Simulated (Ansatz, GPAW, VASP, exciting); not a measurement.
One calculation of Ge, 5 ways

```
Ge
1.0
     0.00000    2.82891    2.82891
     2.82891    0.00000    2.82891
     2.82891    2.82891    0.00000
Ge
2
Direct
  0.75000 0.75000 0.75000
  0.50000 0.50000 0.50000
```

Alike in all runs: task single point; functional PBE; k mesh 8 × 8 × 8; occupations gaussian, width 0.011 eV; no spin polarisation; no spin-orbit coupling. Pressure is positive in compression and, in plane waves, holds the error of the finite cutoff, which Ansatz's Pulay term estimates and takes out.

```
                                                         program and potentials  plane-wave cutoff (eV)                                                                      notes  band gap (eV)  pressure (GPa)
                                                             Ansatz, Ansatz PAW                     420  14 valence electrons an atom on average; Pulay term of +0.03 GPa included           0.03            3.56
exciting, all-electron LAPW+lo, shipped species files, valence relativity iora*                       -                                                                          -           0.03               -
                                               VASP, PBE PAW files Ge_d, 520 eV                     520                                    14 valence electrons an atom on average           0.03            3.46
                                     GPAW, GPAW PAW data sets (gpaw-data 1.2.1)                     600                                     4 valence electrons an atom on average           0.09            3.84
                                 Ansatz, all-electron LAPW, scalar-relativistic                       -                                                                          -           0.04            3.55
```

The band gap spans 0.03 (Ansatz, Ansatz PAW) to 0.09 eV (GPAW, GPAW PAW data sets (gpaw-data 1.2.1)), with all-electron results at 0.03 to 0.04. The pressure spans 3.46 (VASP, PBE PAW files Ge_d, 520 eV) to 3.84 GPa (GPAW, GPAW PAW data sets (gpaw-data 1.2.1)), with all-electron results at 3.55.

The functional is the same throughout but for its coding, so the spread measures potentials, basis and numerics; runs on potential files found faulty are left out.

All five runs leave Ge almost gapless, whereas the real crystal is a semiconductor with a clear indirect gap. The main cause is the semilocal functional, whose Kohn-Sham gap lacks the derivative discontinuity. Ge suffers visibly because its antibonding, s-like conduction state at the zone centre lies low and is sensitive to both volume and scalar-relativistic shifts. The positive pressure shows that PBE favours a larger cell than this one, which is close to the experimental cell, in line with its usual underbinding. Since expansion lowers that s-like state relative to the valence top, relaxation would probably close the remaining gap.

GPAW stands apart in both quantities, with 0.09 eV and 3.84 GPa, and is the only potential-based run with 4 valence electrons. This suggests an effect of freezing the 3d shell, though other differences in the data set could contribute. The agreement among the other runs supports their numerical consistency, not the physical accuracy of the near-zero gap. Spin-orbit splitting would raise the valence top and narrow the gap further.
